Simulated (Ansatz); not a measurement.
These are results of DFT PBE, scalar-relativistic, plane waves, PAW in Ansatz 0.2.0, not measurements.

Structure of NaI:

```yaml
crystal:
  lattice:
    - [0.00000, 3.26410, 3.26410]
    - [3.26410, 0.00000, 3.26410]
    - [3.26410, 3.26410, 0.00000]
  atoms:
    - { symbol: Na, position: [0.00000, 0.00000, 0.00000] }
    - { symbol: I, position: [0.50000, 0.50000, 0.50000] }
```

Settings: cutoff 420 eV, Γ-centred mesh 6×6×6 on the computed 2-atom cell, Gaussian smearing of 0.02 eV; no spin polarisation.

Levels along Γ–X–U | K–Γ–L–W–X, in eV from a zero inside the gap, sorted by energy at each point. Points in fractions of the primitive reciprocal vectors: Γ (0.000 0.000 0.000), X (0.500 0.000 0.500), U (0.625 0.250 0.625), K (0.375 0.375 0.750), L (0.500 0.500 0.500), W (0.500 0.250 0.750).
| point | k (1/Å, with 2π) | band 11 | band 12 | band 13 | band 14 | band 15 | band 16 |
| --- | --- | --- | --- | --- | --- | --- | --- |
| Γ | 0.000 | -1.79 | -1.79 | -1.79 | 1.79 | 6.17 | 6.17 |
| - | 0.481 | -2.96 | -2.17 | -2.17 | 3.41 | 4.61 | 5.74 |
| X | 0.963 | -3.61 | -2.50 | -2.50 | 2.69 | 3.82 | 7.92 |
| - | 1.133 | -3.54 | -2.69 | -2.46 | 2.93 | 4.11 | 7.56 |
| U | 1.303 | -3.35 | -3.07 | -2.36 | 3.41 | 4.88 | 6.82 |
| K | 1.303 | -3.35 | -3.07 | -2.36 | 3.41 | 4.88 | 6.82 |
| - | 1.813 | -3.14 | -2.35 | -1.93 | 3.77 | 5.34 | 5.55 |
| Γ | 2.324 | -1.79 | -1.79 | -1.79 | 1.79 | 6.17 | 6.17 |
| - | 2.740 | -3.02 | -1.93 | -1.93 | 3.08 | 5.67 | 6.18 |
| L | 3.157 | -3.88 | -2.05 | -2.05 | 3.30 | 5.65 | 5.65 |
| - | 3.497 | -3.61 | -2.65 | -2.25 | 4.33 | 4.47 | 6.41 |
| W | 3.838 | -3.13 | -3.13 | -2.68 | 3.98 | 5.68 | 5.68 |
| - | 4.078 | -3.48 | -2.71 | -2.59 | 3.20 | 4.36 | 7.18 |
| X | 4.319 | -3.61 | -2.50 | -2.50 | 2.69 | 3.82 | 7.92 |

Spin-orbit coupling is left out, which matters for the bands of heavy elements.